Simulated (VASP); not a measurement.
# MgTe (P6_3mc) in VASP: a series of runs, part 2 of 2

VASP 6.6.1. Earlier steps stand in the parts before.

## (5) Relaxation of cell and atoms, PBE

This run uses another cell than the first one, of 32.42 Å³/atom, 0.940 times its volume.

Contents of INCAR:

```
PREC = Accurate ; ENCUT = 300
EDIFF = 1E-6 ; ISMEAR = 0
SIGMA = 0.03 ; LREAL = F
LASPH = T ; NELM = 80
ALGO = Normal ; ISIF = 3
LWAVE = F ; LCHARG = F
GGA = PE ; IBRION = 2
NSW = 90 ; EDIFFG = -0.01
```

Contents of KPOINTS:

```
regular mesh
0
Gamma
  5 5 2
```

Contents of POSCAR:

```
MgTe
1.0
    4.5200000000      0.0000000000      0.0000000000
   -2.2600000000      3.9144348251      0.0000000000
    0.0000000000      0.0000000000      7.3300000000
Mg Te
2 2
Direct
    0.3333333333      0.6666666667      0.0000000000
    0.6666666667      0.3333333333      0.5000000000
    0.3333333333      0.6666666667      0.3850000000
    0.6666666667      0.3333333333      0.8850000000
```

Potentials or basis: VASP PAW PBE potentials, release 64 (Mg, Te).

On the command line:

```
$ cat potpaw_PBE.64/Mg/POTCAR potpaw_PBE.64/Te/POTCAR > POTCAR
$ mpirun -np 1 vasp_std > vasp.out
```

OUTCAR:

```text
PREC = Accurate
   ENCUT = 300
   EDIFF = 1E-6
   ISMEAR = 0
   LREAL = F
   LASPH = T
   NELM = 80
   ISIF = 3
   GGA = PE
   IBRION = 2
   NSW = 90
   EDIFFG = -0.01

 ion  position               nearest neighbor table
   1  0.333  0.667  0.000-   4 2.74   4 2.74   4 2.74   3 2.82
   2  0.667  0.333  0.500-   3 2.74   3 2.74   3 2.74   4 2.82
   3  0.333  0.667  0.385-   2 2.74   2 2.74   2 2.74   1 2.82
   4  0.667  0.333  0.885-   1 2.74   1 2.74   1 2.74   2 2.82

  LATTYP: Found a hexagonal cell.
 ALAT       =     4.5200000000
 C/A-ratio  =     1.6216814159

  Lattice vectors:

[... 179 lines left out ...]
  -------------------------------------------------------------------------------------
  Total        2.3278953      2.3278953      1.1795611      0.0000000      0.0000000     -0.0000000
  in kB       28.7582566     28.7582566     14.5720132      0.0000000      0.0000000     -0.0000000
  external PRESSURE =      24.0295088 kB  Pullay stress =       0.0000000 kB
[... 253 lines left out ...]
--------------------------------------- Ionic step        8  -------------------------------------------

 number of electron      15.9999996 magnetization

 Free energy of the ion-electron system (eV)
  ---------------------------------------------------
  ext. energy  EPLUGINS =         0.00000000
  ---------------------------------------------------
  free energy    TOTEN  =       -12.80294070 eV

  energy without entropy =      -12.80294070  energy(sigma->0) =      -12.80294070

 E-fermi :   1.8971     XC(G=0):  -7.7545

 val. band max:        1.7484846163   @ k =   0.0000   0.0000   0.0000
 cond. band min:       4.1096173846   @ k =   0.0000   0.0000   0.0000
 fundamental gap:      2.3611327683
 Fermi energy:         1.8970801302

 k-point     1 :       0.0000    0.0000    0.0000
  band No.  band energies     occupation
      1      -8.3871      2.00000
      2      -7.8150      2.00000
      3      -1.4106      2.00000
      4       1.2715      2.00000
      5       1.2715      2.00000
      6       1.7415      2.00000
      7       1.7415      2.00000
      8       1.7485      2.00000
      9       4.1096      0.00000
     10       4.6696      0.00000
     11       6.9938      0.00000
     12       6.9938      0.00000
[... 164 lines left out ...]
  FREE ENERGIE OF THE ION-ELECTRON SYSTEM (eV)
  ---------------------------------------------------
  free  energy   TOTEN  =       -12.8029406966 eV

  energy  without entropy=      -12.8029406966  energy(sigma->0) =      -12.80294070

 reached required accuracy - stopping structural energy minimisation
```

It took 28 s on 1 thread of AMD EPYC 9R45 (Zen 5), shared host; peak memory 0.15 GiB.

Results:

| Quantity | Value |
| --- | --- |
| Free energy | -12.8029 eV |
| Relaxed volume | 34.49 Å³/atom |
| Relaxed cell | a = 4.610 Å, b = 4.610 Å, c = 7.495 Å, α = 90.00°, β = 90.00°, γ = 120.00° |
| Space group after relaxing (to 0.05 Å) | P6_3mc (No. 186) |
| Energy gained by relaxing | 17.9 meV/atom |
| Ionic steps | 8 |
| Pressure after relaxing | 0.0 GPa |
| Largest force after relaxing | 0.010 eV/Å |
| Band gap on the k mesh | 2.36 eV, direct |

Forces on the atoms (eV/Å):
```
Mg   0.000  0.000 -0.010
Mg   0.000  0.000 -0.010
Te   0.000  0.000  0.010
Te   0.000  0.000  0.010
```

The path:
```tsv
step	energy change (eV)	largest force (eV/Å)	pressure (GPa)	volume (Å³)
1	0.0000	0.2357	2.40	129.69
2	-0.0669	0.0592	-0.29	139.03
3	-0.0678	0.0752	-0.04	137.99
4	-0.0688	0.0537	-0.01	137.87
5	-0.0700	0.0131	0.08	137.53
6	-0.0707	0.0118	0.05	137.65
7	-0.0714	0.0096	-0.04	137.96
8	-0.0714	0.0096	-0.02	137.95
```

Final structure:
```yaml
crystal:
  lattice:
    - [4.61005, 0.00000, 0.00000]
    - [-2.30503, 3.99242, 0.00000]
    - [0.00000, 0.00000, 7.49527]
  atoms:
    - { symbol: Mg, position: [0.33333, 0.66667, 0.00439] }
    - { symbol: Mg, position: [0.66667, 0.33333, 0.50439] }
    - { symbol: Te, position: [0.33333, 0.66667, 0.38061] }
    - { symbol: Te, position: [0.66667, 0.33333, 0.88061] }
```

Caveat: the k mesh is coarse (spacing up to 0.43 Å⁻¹), so the values aren't converged; spin-orbit coupling is left out, which moves the levels of the heavy elements. PBE usually gives volumes a little too large and moduli too small.

## (6) Relaxation of cell and atoms, PBE

Contents of INCAR:

```
PREC = Accurate ; ENCUT = 300
EDIFF = 1E-7 ; ISMEAR = 0
SIGMA = 0.03 ; LREAL = F
LASPH = T ; NELM = 80
ALGO = Normal ; ISIF = 3
LWAVE = F ; LCHARG = F
GGA = PE ; IBRION = 2
NSW = 90 ; EDIFFG = -0.005
```

KPOINTS is that of step 5.

Contents of POSCAR:

```
MgTe                                    
1.0
    4.6100535544      0.0000000000     -0.0000000000
   -2.3050267772      3.9924234909     -0.0000000000
   -0.0000000000      0.0000000000      7.4952719433
  Mg              Te            
     2     2
Direct
     0.3333333332999970    0.6666666667000030    0.0043884743971557
     0.6666666667000030    0.3333333332999970    0.5043884743971557
     0.3333333332999970    0.6666666667000030    0.3806115256028423
     0.6666666667000030    0.3333333332999970    0.8806115256028423
```

Potentials or basis: VASP PAW PBE potentials, release 64 (Mg, Te).

On the command line:

```
$ cat potpaw_PBE.64/Mg/POTCAR potpaw_PBE.64/Te/POTCAR > POTCAR
$ mpirun -np 1 vasp_std > vasp.out
```

Wall time 10 s (1 thread of AMD EPYC 9R45 (Zen 5), shared host); peak memory 0.14 GiB.

The run converged. Its results:

- Free energy: -12.8036 eV
- Relaxed volume: 34.47 Å³/atom
- Relaxed cell: a = 4.608 Å, b = 4.608 Å, c = 7.497 Å, α = 90.00°, β = 90.00°, γ = 120.00°
- Space group after relaxing (to 0.05 Å): P6_3mc (No. 186)
- Energy gained by relaxing: 0.0 meV/atom
- Ionic steps: 2
- Pressure after relaxing: 0.0 GPa
- Band gap on the k mesh: 2.36 eV, direct

Forces on the atoms (eV/Å):
```
Mg   0.000  0.000 -0.003
Mg   0.000  0.000 -0.003
Te   0.000  0.000  0.003
Te   0.000  0.000  0.003
```

Final structure:
```yaml
crystal:
  lattice:
    - [4.60829, 0.00000, 0.00000]
    - [-2.30414, 3.99089, 0.00000]
    - [0.00000, 0.00000, 7.49659]
  atoms:
    - { symbol: Mg, position: [0.33333, 0.66667, 0.00433] }
    - { symbol: Mg, position: [0.66667, 0.33333, 0.50433] }
    - { symbol: Te, position: [0.33333, 0.66667, 0.38067] }
    - { symbol: Te, position: [0.66667, 0.33333, 0.88067] }
```

Levels at points of the mesh, in eV from the valence-band top:
```csv
k point,band 4,band 5,band 6,band 7,band 8,band 9,band 10,band 11,band 12
"(0.00, 0.00, 0.00)",-0.48,-0.48,-0.01,-0.01,0.00,2.36,2.92,5.25,5.25
"(0.00, 0.00, 0.50)",-1.95,-0.26,-0.26,-0.26,-0.26,3.38,3.38,5.50,5.50
```

Caveat: spin-orbit coupling is left out, which moves the levels of the heavy elements.

## (7) Summary

| level | k mesh | cutoff (eV) | mesh quality | gap on the mesh (eV) | pressure (GPa) | relaxed volume (Å³/atom) |
| --- | --- | --- | --- | --- | --- | --- |
| PBE | 9 × 9 × 4 | 600 | not flagged | 2.37 | 0.0 | 34.46 |
| PBEsol | 9 × 9 × 4 | 600 | not flagged | 2.39 | 0.0 | - |
| PBE | 5 × 5 × 2 | 300 | coarse | 2.36 | 0.0 | 34.49 |
| PBE | 5 × 5 × 2 | 300 | not flagged | 2.36 | 0.0 | 34.47 |

Alike in all rows: task relaxation of cell and atoms; potentials or basis VASP PAW PBE potentials, release 64 (Mg, Te); no spin polarisation; cell relaxed; smearing gaussian 0.03 eV.

Caveats: some runs use coarse meshes; spin-orbit coupling is left out, which moves the levels of the heavy elements; the relaxation stopped at its first step, so nothing moved (some runs); the PAW data sets were made with another functional, which shifts forces and pressure a little (some runs).

Absolute energies hang on the potentials; compare differences alone.
